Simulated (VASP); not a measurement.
A run of VASP 6.6.1 is set up as follows.

INCAR

```
SYSTEM = Sb
PREC = Accurate
ENCUT = 600
EDIFF = 1E-6
ISMEAR = 1
SIGMA = 0.1
LREAL = .False.
LASPH = .True.
NELM = 80
ALGO = Normal
ISIF = 3
LWAVE = .False.
LCHARG = .False.
GGA = PE
IVDW = 12
IBRION = 2
NSW = 90
EDIFFG = -0.01
```

Contents of KPOINTS:

```
Automatic mesh
0
Gamma
  10 10 10
  0 0 0
```

The input POSCAR:

```
Sb
1.0
    2.1542000000      1.2437279499      3.7580000000
   -2.1542000000      1.2437279499      3.7580000000
    0.0000000000     -2.4874558998      3.7580000000
Sb
2
Direct
    0.2334900000      0.2334900000      0.2334900000
    0.7665100000      0.7665100000      0.7665100000
```

Potentials or basis: VASP PAW PBE potentials, release 64 (Sb).

Launch:

```bash
$ cat potpaw_PBE.64/Sb/POTCAR > POTCAR
$ mpirun -np 1 vasp_std > vasp.out
```

Question: Estimate the relaxed volume.

Answer: 29.79 Å³/atom.

Question: What does it give for the relaxed cell?

Answer: a = 4.445 Å, b = 4.445 Å, c = 4.445 Å, α = 58.22°, β = 58.22°, γ = 58.22°.

Final structure:
```yaml
crystal:
  lattice:
    - [2.16249, 1.24852, 3.67769]
    - [-2.16249, 1.24852, 3.67769]
    - [0.00000, -2.49703, 3.67769]
  atoms:
    - { symbol: Sb, position: [0.23650, 0.23650, 0.23650] }
    - { symbol: Sb, position: [0.76350, 0.76350, 0.76350] }
```

Caveat: pairwise dispersion overbinds metals, which lowers pressure and volume. The run has no spin-orbit coupling, so splittings on Sb are missing.
